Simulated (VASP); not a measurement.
A run of VASP 6.6.1:

The input run.py:

```python
from ase.calculators.vasp import Vasp
from ase.dft.bandgap import bandgap
from ase.io import read

atoms = read('Mo.cif')
calc = Vasp(
    directory='calc',
    xc='lda',
    pp='LDA',
    setups='materialsproject',
    prec='Accurate',
    encut=520,
    ediff=1e-06,
    ismear=0,
    sigma=0.02,
    lreal=False,
    lasph=True,
    nelm=80,
    algo='Normal',
    isif=2,
    lwave=False,
    lcharg=True,
    lelf=True,
    lvhar=True,
    kpts=[12, 12, 12],
    gamma=True,
)
atoms.calc = calc

print('energy (eV):', atoms.get_potential_energy())
print('free energy (eV):', atoms.get_potential_energy(force_consistent=True))
print('forces (eV/A):')
print(atoms.get_forces())
print('stress (eV/A^3, Voigt):', atoms.get_stress())
print('Fermi level (eV):', calc.get_fermi_level())
gap, top, bottom = bandgap(calc)
print('band gap (eV):', gap, 'from (spin, k, band)', top, 'to', bottom)
```

File Mo.cif:

```cif
data_Mo
_cell_length_a 2.74323761
_cell_length_b 2.74323761
_cell_length_c 2.74323761
_cell_angle_alpha 109.47122063
_cell_angle_beta 109.47122063
_cell_angle_gamma 109.47122063
_space_group_name_H-M_alt 'P1'
_space_group_name_Hall 'P 1'
_space_group_IT_number 1
loop_
_space_group_symop_operation_xyz
'x,y,z'
loop_
_atom_site_label
_atom_site_type_symbol
_atom_site_symmetry_multiplicity
_atom_site_Wyckoff_symbol
_atom_site_fract_x
_atom_site_fract_y
_atom_site_fract_z
_atom_site_occupancy
Mo1 Mo 1 a 0.0000000000 0.0000000000 0.0000000000 1
```

Potentials or basis: VASP PAW LDA potentials, release 64 (Mo_pv).

Run with:

```sh
$ python run.py
```

Hardware: 1 thread of Intel(R) Xeon(R) Platinum 8488C (Sapphire Rapids), with other jobs on the host.

Estimate the wall time of this run.

Run time: 11 s on 1 thread of Intel(R) Xeon(R) Platinum 8488C (Sapphire Rapids) (shared host), peak memory 0.12 GiB. Counts: scf iterations 11, k points 72.
